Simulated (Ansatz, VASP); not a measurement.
# Two plane-wave programs on Be

Contents of INCAR:

```
  PREC = Accurate
  ENCUT = 520
  EDIFF = 1E-6
  ISMEAR = -1
  SIGMA = 0.1
  LREAL = F
  LASPH = T
  NELM = 100
  ALGO = Normal
  ISIF = 2
  LWAVE = F
  LCHARG = F
  GGA = CA
  NBANDS = 9
```

Contents of KPOINTS:

```
Automatic mesh
0
Gamma
  8 8 4
```

Contents of POSCAR:

```
Be
1.0
    2.2295160349      0.0000000000      0.0000000000
   -1.1147580175      1.9308175243      0.0000000000
    0.0000000000      0.0000000000      3.5083258361
Be
2
Direct
    0.3333333333      0.6666666667      0.2500000000
    0.6666666667      0.3333333333      0.7500000000
```

Input for Ansatz:

```yaml
crystal:
  lattice:
    - [2.2295160349, 0.0, 0.0]
    - [-1.1147580175, 1.9308175243, 0.0]
    - [0.0, 0.0, 3.5083258361]
  atoms:
    - { symbol: Be, position: [0.3333333333, 0.6666666667, 0.25] }
    - { symbol: Be, position: [0.6666666667, 0.3333333333, 0.75] }
hamiltonian:
  xc: lda
  pseudopotentials:
    kind: paw
    azcp:
      Be: "pseudopotentials/Be.paw.azcp"
basis:
  ecutwfc: 420
  fft_grid_basis: typed
kpoints:
  mp_grid: { grid: [8, 8, 4], shift: [0, 0, 0] }
magnetization:
  spin_polarized: false
scf:
  occupations: { method: fermi_dirac, width: 0.1 }
  lower_state_search: "off"
output:
  stress: true
```

Alike in both runs: task single point; functional LDA; k mesh 8 × 8 × 4; occupations fermi-dirac, width 0.1 eV; no spin polarisation.

|  | VASP | Ansatz |
| --- | --- | --- |
| version | VASP 6.6.1 | Ansatz 0.2.0 |
| potentials or method | VASP PAW LDA potentials, release 64 (Be) | plane waves (420 eV) with PAW, scalar-relativistic |
| plane-wave cutoff (eV) | 520 | 420 |
| valence electrons in the cell | 4 | 4 |

|  | VASP | Ansatz | Ansatz less VASP |
| --- | --- | --- | --- |
| pressure (GPa) | 0.5 | 0.0 | -0.45 |
| largest component of the traceless stress (GPa) | 2.85 | 2.84 | -0.005 |

Ansatz warned: «pseudo_functional_mismatch».

Caveats: the k mesh is coarse (spacing up to 0.45 Å⁻¹), so the values aren't converged.
